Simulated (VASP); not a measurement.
Co, 2 atoms in the cell. The structure is hexagonal, space group P6_3/mmc (No. 194). The conventional cell has a = 2.507 Å, b = 2.507 Å, c = 4.069 Å, α = 90.00°, β = 90.00°, γ = 120.00°. Co (site symmetry -6m2) has 12 Co at 2.50 to 2.51 Å as nearest neighbours. 

| Property | Result |
| --- | --- |
| Program | VASP 6.6.1 |
| Task | band structure |
| Functional | r2SCAN |
| Potentials or basis | VASP PAW PBE potentials, release 64 (Co) |
| Cutoff | 520 eV |
| k mesh | 16 × 16 × 10 |
| Occupations | fermi-dirac, width 0.05 eV |
| Spin | collinear spin, ferromagnetic start |
| Starting moments | [2.0, 2.0] μB |
| Further INCAR settings | ALGO = Normal; EDIFF = 1e-06 |

Potentials or basis: VASP PAW PBE potentials, release 64 (Co).

The run is started by

```console
$ cat potpaw_PBE.64/Co/POTCAR > POTCAR
$ mpirun -np 1 vasp_std > vasp.out
```

Hardware: 1 thread of Intel(R) Xeon(R) 6975P-C (Granite Rapids), with other jobs on the host.

**Question.** How long does it take, and how much memory?

**Answer.** Run time: 4.5 min on 1 thread of Intel(R) Xeon(R) 6975P-C (Granite Rapids), on a shared host, peak memory 0.27 GiB. Counts: scf iterations 23, k points 180.
